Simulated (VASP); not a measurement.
Write the native input for VASP 6.6.1 that does the following.

```
Task                   : relaxation of cell and atoms
Functional             : PBE
Potentials or basis    : VASP PAW PBE potentials, release 64 (Pt, Se)
Cutoff                 : 520 eV
k mesh                 : 9 × 9 × 6
Occupations            : gaussian, width 0.02 eV
Spin                   : no spin polarisation
Further INCAR settings : ALGO = Fast; EDIFF = 1e-07; IBRION = 2; EDIFFG = -0.002; NSW = 80; ISIF = 3
```

The structure of PtSe2 lies in POSCAR:

```
PtSe2                                   
1.0
    3.7542539153      0.0000000000      0.0000000000
   -1.8771269576      3.2512792591     -0.0000000000
   -0.0000000000      0.0000000000      6.2418104420
  Pt              Se            
     1     2
Direct
     0.0000000000000000    0.0000000000000000    0.0000000000000000
     0.3333333300000021    0.6666666699999979    0.2090432582014798
     0.6666666699999979    0.3333333300000021    0.7909567417985206
```

One way to write it, as run:

INCAR

```
ALGO     = Fast           # electronic algorithm
EDIFF    = 1E-7           # SCF threshold, eV
EDIFFG   = -0.002         # ionic threshold
ENCUT    = 520            # plane-wave cutoff, eV
GGA      = PE             # functional
IBRION   = 2              # ionic algorithm
ISIF     = 3              # what is computed and relaxed
ISMEAR   = 0              # smearing method
LASPH    = T              # aspherical terms in the spheres
LCHARG   = F              # write CHGCAR
LREAL    = F              # projectors in reciprocal space
LWAVE    = F              # write WAVECAR
NELM     = 100            # most SCF steps
NSW      = 80             # ionic steps
PREC     = Accurate       # precision mode
SIGMA    = 0.02           # smearing width, eV
```

KPOINTS

```
k-points
0
Gamma
  9 9 6
```

Potentials or basis: VASP PAW PBE potentials, release 64 (Pt, Se).

Command:

```bash
$ cat potpaw_PBE.64/Pt/POTCAR potpaw_PBE.64/Se/POTCAR > POTCAR
$ mpirun -np 1 vasp_std > vasp.out
```

Results of the run:

```
Relaxed volume                         : 26.00 Å³/atom
Relaxed cell                           : a = 3.752 Å, b = 3.752 Å, c = 6.399 Å, α = 90.00°, β = 90.00°, γ = 120.00°
Space group after relaxing (to 0.05 Å) : P-3m1 (No. 164)
Energy gained by relaxing              : 0.1 meV/atom
Ionic steps                            : 23
Pressure after relaxing                : 0.0 GPa
Band gap on the k mesh                 : 0.84 eV, indirect (least direct gap 1.04 eV)
```

Caveat: spin-orbit coupling is left out, which moves the levels of the heavy elements; an odd mesh through Γ misses points on the zone boundary, where band edges often lie; this functional lacks dispersion, which binds the layers, so the pressure and a relaxed spacing across them are unreliable.

Wall time 9.1 min on 1 thread of Intel(R) Xeon(R) Platinum 8488C (Sapphire Rapids), on a shared host, peak memory 0.24 GiB.
